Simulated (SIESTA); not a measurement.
CdGeAs2 under changes of volume

One of the cells (25.301 Å³/atom); the others are scaled copies at fixed shape and fractional positions:

```
Cd As Ge
1.0
    -2.98887    2.98887    5.66430
     2.98887   -2.98887    5.66430
     2.98887    2.98887   -5.66430
Cd As Ge
2 4 2
Cartesian
  0.0000 0.0000 5.6643
  2.9889 0.0000 2.8321
  1.4944 1.3224 -1.4161
  1.6665 -1.4944 7.0804
  1.4944 1.6665 4.2482
  1.3224 4.4833 1.4161
  0.0000 2.9889 2.8321
  0.0000 0.0000 0.0000
```

The cell is a database's computed one.

| Property | Result |
| --- | --- |
| Program | SIESTA 5.4.2 |
| Functional | PBEsol |
| Potentials or basis | PseudoDojo 0.4 standard (PBEsol files) |
| Basis | DZP (energy shift 0.003 Ry; two zetas on semicore shells) |
| Grid cutoff | 800 Ry |
| Energy shift | 0.003 Ry |
| k mesh | 4 × 4 × 4 |
| Occupations | fermi-dirac, width 0.05 eV |
| Spin | no spin polarisation |

```tsv
volume (Å³/atom)	energy over the lowest point (meV/atom)	pressure (GPa)	gap on the mesh (eV)	largest force (eV/Å)
23.783	19.23	4.3	0.04	0.470
24.289	8.20	2.7	0.10	0.447
24.795	1.92	1.3	0.22	0.426
25.301	0.00	0.0	0.22	0.417
25.807	2.01	-1.2	0.22	0.401
26.313	7.50	-2.2	0.21	0.373
26.819	?	?	?	?
```

Question: What does the run at 26.819 Å³/atom give?

Answer: Energy over the lowest point 16.09 meV/atom; pressure -3.2 GPa; gap on the mesh 0.21 eV; largest force 0.351 eV/Å.

Worked out: A Birch-Murnaghan fit of order 3 (a polynomial in V^(-2/3)) to the other rows has its minimum at 25.29 Å³/atom with B0 = V·E''(V) = 62 GPa and B' = 4.1 at fixed shape and positions, which overstates the stiffness. It gives 16.21 meV/atom at 26.819 Å³/atom, against the run's 16.09, and -dE/dV = -3.2 GPa, against -3.2.

Energies are extrapolated to zero smearing.

Caveats: the basis of atomic orbitals isn't converged, which shifts pressures, moduli and gaps.

A mesh can miss the band edges. Spin-orbit coupling on As, Cd, Ge is left out.
